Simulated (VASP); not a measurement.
# Cr: relaxation of the atoms, by relaxation method

Cr, slab, 8 atoms in the cell. PBE, relaxation of the atoms; PAW potentials Cr_pv (PBE set).

| Relaxation method | Ionic steps | Electronic steps | Largest force left (eV/Å) | Energy gained (eV/atom) | Time (s) |
|---|---|---|---|---|---|
| conjugate gradient, POTIM 0.5 | 22 | 629 | 0.0181 | -0.1207 | 1057 |
| quasi-Newton, POTIM 0.5 | 12 | 418 | 0.0162 | -0.1207 | 700 |
| damped dynamics, POTIM 0.2, SMASS 0.4 | 20 | 597 | 0.0179 | -0.1207 | 1457 |

## Input of the first row

INCAR:
```
SYSTEM = Cr
  PREC = Normal
  ENCUT = 300
  EDIFF = 1E-6
  ISMEAR = 1
  SIGMA = 0.1
  LREAL = .FALSE.
  LASPH = .TRUE.
  NELM = 100
  ALGO = Normal
  LWAVE = .FALSE.
  LCHARG = .FALSE.
  ISPIN = 2
  MAGMOM = 3 3 3 3 3 3 3 3
  LMAXMIX = 4
  IBRION = 2
  NSW = 150
  ISIF = 2
  EDIFFG = -0.02
  POTIM = 0.5
  KPAR = 8
```

KPOINTS:
```
k-points
0
Gamma
  8 8 1
```

POSCAR:
```
Cr
1.0
    2.9688993551      0.0000000000      0.0000000000
    0.0000000000      2.9688993551      0.0000000000
    0.0000000000      0.0000000000     25.3911477429
Cr
8
Selective dynamics
Direct
    0.5000000000      0.5000000000      0.2953790000  F F F
    0.0000000000      0.0000000000      0.3538420000  F F F
    0.5000000000      0.5000000000      0.4123050000  F F F
    0.0000000000      0.0000000000      0.4707680000  F F F
    0.4828140000      0.4961980000      0.5279160000  T T T
    0.0139750000      0.0009270000      0.5868970000  T T T
    0.4817530000      0.4939980000      0.6461800000  T T T
   -0.0064310000      0.0301980000      0.7073680000  T T T
```

Commands:
```
cat potpaw_PBE.64/Cr_pv/POTCAR > POTCAR
mpirun -np 8 vasp_std > vasp.out
```

Changes of the last row against the first:
```
- IBRION = 2
- POTIM = 0.5
+ IBRION = 3
+ POTIM = 0.2
+ SMASS = 0.4
```

VASP 6.6.1 took 1057 s on 8 cores (Intel Xeon 6975P-C (Granite Rapids)), a shared host.
